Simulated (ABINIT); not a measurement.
Crystal: MgO.

```
Mg O
1.0
     2.93802    0.00000    0.00000
    -1.46901    2.54440    0.00000
     0.00000    0.00000    2.67968
Mg O
1 1
Cartesian
  0.0000 0.0000 0.0000
  0.0000 1.6963 1.3398
```

Measurements of this composition are mostly on another form, of space group No. 225.

Base run:

```yaml
Program: ABINIT 10.8.3 (patched build)
Functional: TB-mBJ
Potentials_or_basis: JTH PAW PBE v2.0
Cutoff: 762 eV
k_mesh: 10 × 10 × 10
Occupations: fermi-dirac, width 0.05 eV
Spin: no spin polarisation
```

Its results: band gap on the k mesh 5.35 eV, indirect (least direct gap 5.70 eV).

Question: After a change of settings the same cell gave: band gap on the k mesh 3.80 eV, indirect (least direct gap 4.20 eV). Which change was it?
A. functional from TB-mBJ to r2SCAN
B. functional from TB-mBJ to LDA
C. functional from TB-mBJ to BLYP
D. functional from TB-mBJ to AM05

Answer: A.

Caveats: the constant c of TB-mBJ comes from the pseudo density here, which moves gaps by up to 0.3 eV between sets of potentials (some runs).
